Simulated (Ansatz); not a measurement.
**Clamped-ion strain scan in MgO**

Level of theory: DFT PBEsol, scalar-relativistic, plane waves, PAW in Ansatz 0.2.0. Cutoff 420 eV, Γ-centred 10×10×10 k-points, Gaussian smearing of 0.05 eV. No spin polarisation. Energies are free energies at this smearing, counted from the undisturbed cell; pressure is positive in compression.

The starting cell (as given, not relaxed at this level; it stands at -5.8 GPa):

```
Mg O
1.0
     0.00000    2.13515    2.13515
     2.13515    0.00000    2.13515
     2.13515    2.13515    0.00000
Mg O
1 1
Direct
  0.00000 0.00000 0.00000
  0.50000 0.50000 0.50000
```

The cell is strained by ε times the Voigt pattern (0, 0, 0, 0, 0, 1) (xx, yy, zz, yz, xz, xy; engineering shear) with fractional coordinates fixed.

```
      ε  ΔE (meV/atom) stress summed along the pattern (GPa, tension positive) pressure (GPa) gap on the mesh (eV)
-0.1000           41.4                                                        ?            -5.3                     ?
-0.0500              ?                                                    -6.92               ?                  4.04
 0.0000            0.0                                                     0.00            -5.8                  4.25
 0.0125            0.6                                                     1.73            -5.8                  4.20
 0.0250            2.6                                                     3.45            -5.7                  4.15
 0.0375            5.8                                                     5.19            -5.7                  4.09
 0.0625           16.1                                                     8.67            -5.6                  3.97
 0.0750           23.2                                                    10.43            -5.5                  3.91
 0.0875           31.6                                                    12.19            -5.4                  3.83
```

By symmetry 0.1000 repeats -0.1000, -0.0750 repeats 0.0750, 0.0500 repeats -0.0500, -0.0250 repeats 0.0250 in energy; the slope of the energy along the path changes sign there.

**Question.** Give the withheld values.

**Answer.** stress summed along the pattern (GPa, tension positive) at ε = -0.1000: -13.98; gap on the mesh (eV) at ε = -0.1000: 3.76; ΔE (meV/atom) at ε = -0.0500: 10.3; pressure (GPa) at ε = -0.0500: -5.6.